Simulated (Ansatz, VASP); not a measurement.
## SrO: VASP beside Ansatz

```
Sr O
1.0
     3.13359    0.00000    0.00000
     0.00000    3.13359    0.00000
     0.00000    0.00000    3.13359
Sr O
1 1
Direct
  0.00000 0.00000 0.00000
  0.50000 0.50000 0.50000
```

Alike in both runs: task single point; functional r2SCAN; k mesh 6 × 6 × 6; no spin polarisation.

```csv
,VASP,Ansatz
version,VASP 6.6.1,Ansatz 0.2.0
potentials or method,"VASP PAW PBE potentials, release 64 (Sr_sv, O)","plane waves, PAW"
plane-wave cutoff (eV),520,500
occupations,"gaussian, width 0.01 eV",fixed
valence electrons in the cell,16,16
```

Ansatz gave:

* gap on the k mesh at the Fermi level (eV): 3.30
* pressure (GPa): -2.8

Task: Which values does VASP return?

Result: gap on the k mesh at the Fermi level (eV): 3.24; pressure (GPa): -2.1.

Caveats: the PAW data sets were made with another functional, which shifts forces and pressure a little (VASP). r2SCAN opens gaps a little over a GGA but as a rule still falls short of measured ones. A k mesh can miss the band edges.
